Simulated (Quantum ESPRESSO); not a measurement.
Input of a Quantum ESPRESSO 7.5 run:

Contents of pw.in:

```
&CONTROL
  calculation = 'scf'
  prefix = 'pwscf'
  outdir = './tmp'
  pseudo_dir = './pseudo'
  tprnfor = .true.
  tstress = .true.
  disk_io = 'nowf'
/
&SYSTEM
  ibrav = 0
  nat = 2
  ntyp = 2
  ecutwfc = 56
  nbnd = 16
  occupations = 'smearing'
  smearing = 'fd'
  degauss = 0.00367493
/
&ELECTRONS
  conv_thr = 4d-10
  electron_maxstep = 120
  mixing_beta = 0.5
/
ATOMIC_SPECIES
Pb   207.2000 Pb_ONCV_PBE-1.2.upf
S     32.0600 S_ONCV_PBE-1.2.upf
CELL_PARAMETERS angstrom
   0.0000000000    2.9657500000    2.9657500000
   2.9657500000    0.0000000000    2.9657500000
   2.9657500000    2.9657500000    0.0000000000
ATOMIC_POSITIONS crystal
Pb     0.0000000000    0.0000000000    0.0000000000
S      0.5000000000    0.5000000000    0.5000000000
K_POINTS automatic
6 6 6 0 0 0
```

Potentials or basis: SG15 PBE 1.2.

Launch:

```sh
$ OMP_NUM_THREADS=1 mpirun -n 2 pw.x -nk 2 -in pw.in > pw.out
```

(1) Predict the band gap on the k mesh.

(2) What does it give for the pressure?

Results:

(1) 0.37 eV, direct.

(2) 2.2 GPa.

Caveat: spin-orbit coupling is left out, which as a rule narrows the gap of such compounds by several tenths of an eV.
